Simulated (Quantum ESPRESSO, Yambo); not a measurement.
# A GW chain in Yambo: GaN (P6_3mc), part 3 of 3

Wanted: ground state, empty states, screening and self-energy for GaN (P6_3mc).

Quantum ESPRESSO 7.5 and Yambo 5.3.0; PBE and many-body steps on it, plane waves. Known limits of the many-body steps: not at the basis limit; no spin-orbit coupling; coarse k mesh.

So far. Step 3 (Bands along the symmetry lines): The gap is 1.925 eV, as in the run before at this level. Step 4 (Empty states on the mesh, 3×3×4 mesh, 93 bands): On this mesh the gap is 1.925 eV.

The database entry behind the starting cell has ideal inner coordinates that were not refined, so it need not match the best structure at ambient conditions.

**6. Screening and self-energy, 3×3×4 mesh, 93 bands, screening to 129.3 eV**

G0W0 replaces the xc potential by the self-energy, built once from these orbitals. Only a window of levels is corrected, while the sums run over the empty bands that the input names.

This step: G0W0 on PBE, plane waves, norm-conserving pseudopotentials.

Input file gw1.in:

```
HF_and_locXC
gw0
dyson
ppa
em1d
rim_cut
RandQpts= 1000000
RandGvec= 1 RL
EXXRLvcs= 104 Ry
VXCRLvcs= 416 Ry
Chimod= "HARTREE"
% BndsRnXp
 1 | 93 |
%
NGsBlkXp= 9.5 Ry
% LongDrXp
 1 | 1 | 1 |
%
% GbndRnge
 1 | 93 |
%
DysSolver= "n"
ExtendOut
PPAPntXp= 27.21138 eV
% QPkrange
 1 | 1 | 25 | 28 |
%
```

Command:

```sh
$ OMP_NUM_THREADS=1 mpirun -n 8 yambo -F gw1.in -J gw1 -C gw1 > gw1.log
```

Log:

```text
 Yambo, version 5.3.0

 [02] CORE Variables Setup
 =========================

  [... cell, symmetries and grids as in the set-up ...]

  [02.05] Energies & Occupations
  ==============================

  [X] === General ===
  [X] Electronic Temperature                        :  0.000000  0.000000 [eV K]
  [X] Bosonic    Temperature                        :  0.000000  0.000000 [eV K]
  [X] Finite Temperature mode                       : no
  [X] El. density                                   :  0.11371E+25 [cm-3]
  [X] Fermi Level                                   :  11.67295 [eV]

  [X] === Gaps and Widths ===
  [X] Conduction Band Min                           :  1.924983 [eV]
  [X] Valence Band Max                              :  0.000000 [eV]
  [X] Filled Bands                                  :  26
  [X] Empty Bands                                   :   27   93
  [X] Direct Gap                                    :  1.924983 [eV]
  [X] Direct Gap localized at k                     :  1
  [X] Indirect Gap                                  :  1.924983 [eV]
  [X] Indirect Gap between kpts                     :  1  1
  [X] Last valence band width                       :  2.679443 [eV]
  [X] 1st conduction band width                     :  4.523313 [eV]

 [03] Transferred momenta grid and indexing
 ==========================================

 IBZ Q-points                                      :  10
 BZ  Q-points                                      :   36

 K/Q-points units:
 rlu = crystal or reduced units; cc = cartesian coordinates; iku = interal k-units

 Q [ 1]         [rlu]:  0.000000  0.000000  0.000000
 Q [ 2]         [rlu]:  0.000000  0.000000  0.250000
 Q [ 3]         [rlu]:  0.000000  0.000000 -0.500000
 Q [ 4]         [rlu]:  0.19298E-16  0.33333       0.0000
 Q [ 5]         [rlu]:  0.19298E-16  0.33333      0.25000
 Q [ 6]         [rlu]:  0.19298E-16  0.33333     -0.50000
 Q [ 7]         [rlu]:  0.333333  0.333333  0.000000
 Q [ 8]         [rlu]:  0.333333  0.333333  0.250000
 Q [ 9]         [rlu]:  0.333333  0.333333 -0.500000
 Q [10]         [rlu]: -0.19298E-16 -0.33333      0.25000

 [04] Coloumb potential Random Integration (RIM)
 ===============================================

  [04.01] RIM initialization
  ==========================

  * Diagonal components only detected *

  8 x (sBL volume)        :  0.178622 [a.u.]
  sBZ random points       :  1000000
  Points outside the sBZ  :   7980387
  RL volume               :  0.803799 [a.u.]
  Integrated volume       :  0.805774 [a.u.]

  [04.02] RIM integrals
  =====================

  Gamma point sphere radius             :  0.102156 [a.u.]
  Points outside the sphere             :   813011
  [Int_sBZ(q=0) 1/q^2]*(Vol_sBZ)^(-1/3) =:  7.227592
                                 should be <:  7.795600

  Summary of Coulomb integrals for non-metallic bands |Q|[au] RIM/Bare

  Q [1] 0.100000E-4 0.927137 * Q [2] 0.160191 0.638233
  Q [3] 0.320381 0.868840 * Q [4] 0.401179 1.147031
  Q [5] 0.431979 1.090444 * Q [10] 0.431979 1.091323
  Q [6] 0.513409 1.024953 * Q [7] 0.694863 1.046392
  Q [8] 0.713089 1.039981 * Q [9] 0.765166 1.026591

 [05] Dipoles
 ============

  [05.01] Setup: observables and procedures
  =========================================

  [WARNING] [x,Vnl] slows the Dipoles computation. To neglect it rename the ns.kb_pp file

 [06] Dynamic Dielectric Matrix (PPA)
 ====================================

 [SLK-Inversion]  Pools        :  2
 [SLK-Inversion]  BLACS grid   :  2  2

 [WR./gw1//ndb.pp]---------------------------------------------------------------
  Brillouin Zone Q/K grids (IBZ/BZ)                :   10   36   10   36
  RL vectors                                       :   6779 [WF]
  Coulomb cutoff potential                         : none
  Electronic Temperature                           :  0.000000 [K]
  Bosonic    Temperature                           :  0.000000 [K]
  PPA    diel. fun.  energies                      : Perdew, Burke & Ernzerhof(X)+Perdew, Burke & Ernzerhof(C)
  wavefunctions                                    : Perdew, Burke & Ernzerhof(X)+Perdew, Burke & Ernzerhof(C)
  Global Gauge                                     : length
  X matrix size                                    :  159
  X band range                                     :    1   93
  X e/h energy range                               : -1.000000 -1.000000 [eV]
  X Time ordering                                  : R
  X Hxc Kernel                                     : HARTREE
  X Drude frequency                                :  0.000000  0.000000
  X poles                                          :  100.0000 [o/o]
  RL vectors in the sum                            :   6779
  [r,Vnl] included                                 : yes
  Field direction                                  :  0.577350E-5  0.577350E-5  0.577350E-5
  BZ energy Double Grid                            : no
  BZ energy DbGd points                            : 0
  BZ Q point size factor                           : -1.000000
  X Optical Averaged directions                    : none

 [07] Local Exchange-Correlation + Non-Local Fock
 ================================================

 [VXC] Plane waves :   44217
 [EXS] Plane waves :   5563

 QP @ state[ 1 ] K range:  1  1
 QP @ state[ 1 ] b range:  25  28

 [xc] Functional : Perdew, Burke & Ernzerhof(X)+Perdew, Burke & Ernzerhof(C)
 [xc] LIBXC used to calculate xc functional
  PP Number of Atomic Species                      :  2
  NLCC RL compoments                               :   44217
  PP Number of Atomic Species                      :  2
  NLCC RL compoments                               :   44217

 [xc] E_xc :  -48.26020 [Ha]
      E_xc :  -96.52040 [Ry]

  Local XC kind (lXC) : Perdew, Burke & Ernzerhof(X)+Perdew, Burke & Ernzerhof(C)
  Non-Local XC kind (nlXC) : Hartree-Fock

  Corrections @ K [1] :  [eV]
 <25|nlXC|25> = -22.82850 -0.26869E-16 <25|lXC|25> = -19.10719 -0.11329E-14
 <26|nlXC|26> = -22.82818  0.54490E-18 <26|lXC|26> = -19.10719  0.37763E-15
 <27|nlXC|27> = -9.873373 -0.64578E-17 <27|lXC|27> = -14.17845 -0.18882E-15
 <28|nlXC|28> = -8.710667 -0.21500E-17 <28|lXC|28> = -13.93674  0.18882E-15

 [08] Dyson equation: Newton solver
 ==================================

  [08.01] G0W0 (W PPA)
  ====================

  [  GW  ] Bands range     :    1   93
  [GW/PPA] G damping       :  0.100000 [eV]

  QP @ state[ 1 ] K range:  1  1
  QP @ state[ 1 ] b range:  25  28

   Sc/G bands                                       :    1   93
   Sc/G damping                                     :  0.100000 ev
   Sc bands terminator                              : no
   Sx RL components                                 :   5563

   QP @ state[ 1 ] K range                          :  1  1
   QP @ state[ 1 ] b range                          :  25  28
   GF energies kind                                 : Perdew, Burke & Ernzerhof(X)+Perdew, Burke & Ernzerhof(C)
   GF WF`s kind                                     : Perdew, Burke & Ernzerhof(X)+Perdew, Burke & Ernzerhof(C)
   Xs energies kind                                 : Perdew, Burke & Ernzerhof(X)+Perdew, Burke & Ernzerhof(C)
   Xs WF`s kind                                     : Perdew, Burke & Ernzerhof(X)+Perdew, Burke & Ernzerhof(C)

 [11] Game Over & Game summary
```

Run time: 38 s. Hardware: 8 MPI ranks of Arm Neoverse V1, shared host; peak memory 4.4 GiB.

Numbers from this step:

| Property | Result |
| --- | --- |
| G0W0 gap on the points computed | 2.751 eV |
| starting gap on the mesh | 1.925 eV |
| k of the valence top | 0, 0, 0 |
| k of the conduction bottom | 0, 0, 0 |
| least direct G0W0 gap on the computed points | 2.751 eV |
| Z at the valence top | 0.7900 |
| Z at the conduction bottom | 0.8164 |

The gap on the mesh goes from 1.92 eV to 2.75 eV, a correction of +0.83 eV.

Limits: finite bands, cutoff and mesh; no spin-orbit coupling; coarse k mesh. v1 is the top filled band, c1 the lowest empty one. Levels before and after the correction, in eV, zero at the valence-band top of each column:

|  | conduction bottom | valence top |
| --- | --- | --- |
| Kohn-Sham | 1.92 | 0.00 |
| G0W0 | 2.75 | 0.00 |

|  | level | energy (eV) |
| --- | --- | --- |
| Kohn-Sham | Γ v2-v1 | 0.000 |
| Kohn-Sham | Γ c1 | 1.925 |
| Kohn-Sham | Γ c2 | 4.278 |
| G0W0 | Γ v2-v1 | 0.000 |
| G0W0 | Γ c1 | 2.751 |
| G0W0 | Γ c2 | 5.279 |

**7. Where the time went**

Times are wall times on the hardware named with each run, good to a factor of about two.

| step | time | share | memory (GiB) |
| --- | --- | --- | --- |
| ground state | 11 s | 16 % | 0.63 |
| bands along the symmetry lines | 7.1 s | 11 % | 0.56 |
| empty states on the mesh | 6.6 s | 10 % | 0.55 |
| conversion and set-up | 2.5 s | 4 % | 0.24 |
| screening and self-energy | 38 s | 59 % | 4.4 |

**8. Results**

| Quantity | Value |
| --- | --- |
| PBE gap | 1.92 eV, direct |
| G0W0 gap on the mesh | 2.75 eV |
| GW settings | 3×3×4 mesh, 93 bands, screening to 129.3 eV, Godby-Needs plasmon pole |
| known limits | not at the basis limit; no spin-orbit coupling; coarse k mesh |

**Reading.** G0W0 moves the gap on the mesh from 1.92 eV to 2.75 eV (+0.83 eV), with Z of 0.79 and 0.82 at the edges. Only 1 of the mesh's irreducible points was corrected, so a valley elsewhere could overtake. The dearest step here is «screening and self-energy». Bands and cutoff are finite, so the gap is not at the basis limit. The miss can reach some tenths of an eV and take either sign; the mesh is an error of its own. In the G0W0 run levels were corrected at 1 k point alone, so a gap called «on the mesh» is the least over those, and an edge elsewhere would be missed. The 3×3×4 mesh is coarse for this cell, which bears on the long-range parts of exchange and screening. The many-body steps are scalar-relativistic: spin-orbit coupling is not in them.

[Paths, hosts, dates, memory and timing lines, banners, echoed tables and standing remarks are left out of the program output.]

[Logs are printed without paths, hosts, clocks, repeated set-up lines and the standing remarks that a program may print on its own settings, such as how far it seeks lower states.]

[Runs of the session that timed out or met a known fault of the program may be left out.]

[Hosts, paths, dates, database ids (printed as entryN), source tags and the programs' standing remarks are cut or masked in the printed files.]
